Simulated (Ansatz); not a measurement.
I need a calculation of the dielectric tensor and Born charges of Li₂Se, space group Fm-3m. Use the Python package of Ansatz (0.2.0). Settings: PBE, PAW, cutoff 470 eV, 5×5×5 k-points, fixed occupations.

```xyz
3
Lattice="0.0000 3.0025 3.0025 3.0025 0.0000 3.0025 3.0025 3.0025 0.0000" Properties=species:S:1:pos:R:3 pbc="T T T"
Li    1.5012    1.5012    1.5012
Li    4.5038    4.5038    4.5038
Se    0.0000    0.0000    0.0000
```

`run_eps.py`
```python
# -*- coding: utf-8 -*-
'''High-frequency dielectric tensor and Born charges of Li2Se.'''

import warnings

import ansatz
import numpy as np

warnings.simplefilter('ignore', ansatz.DeckWarning)

li2se = (
    ansatz.Lattice.from_parameters(4.246176, 4.246176, 4.246176, alpha=60.0, beta=60.0, gamma=60.0)
    .atom('Li', [0.25, 0.25, 0.25])
    .atom('Li', [0.75, 0.75, 0.75])
    .atom('Se', [0.0, 0.0, 0.0])
)

# an insulator: whole occupations
model = li2se.calculation().functional('pbe').basis(470).kpoints(5).occupations('fixed').dielectric()
result = model.run(threads=1, backend='cpu')
response = result.dielectric
eps = np.asarray(response.eps_inf)

print(f'mean eps_inf {np.trace(eps) / 3:.3f}, fraction of exact exchange 1/eps = {3 / np.trace(eps):.3f}')
print(np.array2string(eps, precision=3, suppress_small=True))
for site, z in zip(result.lattice.sites, response.zstar_e):
    print(f'{site.symbol:2s} Z* trace/3 = {np.trace(z) / 3:+.3f} e')
print(f'charge neutrality missed by {response.zstar_sum_residual_pre_e:.4f} e before the sum rule')
```

```console
$ python run_eps.py
mean eps_inf 4.342, fraction of exact exchange 1/eps = 0.230
[[ 4.342 -0.     0.   ]
 [-0.     4.342  0.   ]
 [-0.     0.     4.342]]
Li Z* trace/3 = +0.962 e
Li Z* trace/3 = +0.962 e
Se Z* trace/3 = -1.923 e
charge neutrality missed by 0.0001 e before the sum rule
```

What to keep in mind:
- Under fixed occupations the level called the Fermi level is the highest filled one on the SCF mesh; off the mesh a filled band can lie a little above it.
- Pressure is positive in compression.
- The structure is a deposited one; some such entries were measured under pressure or heat, so a shift against it needn't be the functional's error alone.
- This is the electronic (clamped-ion) response; a semilocal gap that is too small tends to raise it. The typed mesh is that of the SCF; the response is solved on denser meshes that the run picks.
- It ran for 26 s on 1 thread of Arm Neoverse V1, with other jobs on the host, peak memory 0.49 GiB.

(A comment or docstring line of the script was reworded after the run, the code is as it ran; lines on the test bed's own set-up are left out of the output.)
